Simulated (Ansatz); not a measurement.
Here is an Ansatz 0.2.0 calculation.

input.yaml

```yaml
crystal:
  lattice:
    - [4.738, 0.0, 0.0]
    - [0.0, 4.738, 0.0]
    - [0.0, 0.0, 3.1865]
  atoms:
    - { symbol: Sn, position: [0.5, 0.5, 0.5] }
    - { symbol: Sn, position: [0.0, 0.0, 0.0] }
    - { symbol: O, position: [0.8071, 0.1929, 0.5] }
    - { symbol: O, position: [0.6929, 0.6929, 0.0] }
    - { symbol: O, position: [0.1929, 0.8071, 0.5] }
    - { symbol: O, position: [0.3071, 0.3071, 0.0] }
hamiltonian:
  xc: blyp
  pseudopotentials: { kind: paw }
kpoints:
  mp_grid: { grid: [6, 6, 8] }
scf:
  occupations: { method: fermi_dirac, width: 0.05 }
output:
  forces: true
  stress: true
relax:
  f_tol: 0.01
  max_steps: 40
  cell: { stress_tol: 0.05 }
```

Potentials or basis: Ansatz PAW.

Command:

```bash
$ ansatz run input.yaml --threads 2 --pin off --max-ram 5632MiB --backend cpu --events-out ev --progress --plain --runs-dir out
```

What does it give for the relaxed cell?

a = 4.879 Å, b = 4.879 Å, c = 3.266 Å, α = 90.00°, β = 90.00°, γ = 90.00°.

Predict the space group after relaxing (to 0.05 Å).

P4_2/mnm (No. 136).

The path:
```csv
step,energy change (eV),largest force (eV/Å),volume (Å³)
1,0.0000,0.3467,71.53
2,-0.2442,0.0534,77.02
3,-0.2432,0.0676,77.26
4,-0.2443,0.0002,77.27
5,-0.2955,0.0030,77.27
6,-0.2941,0.0042,77.71
7,-0.2940,0.0002,77.73
8,-0.2971,0.0001,77.73
```

Caveat: the plane-wave basis is chosen anew once the cell has moved, so the energies of steps on either side of that aren't comparable; the PAW data sets come from PBE, with cores solved anew for the run's functional, which leaves a small shift of forces and pressure. BLYP gives volumes clearly too large for solids.
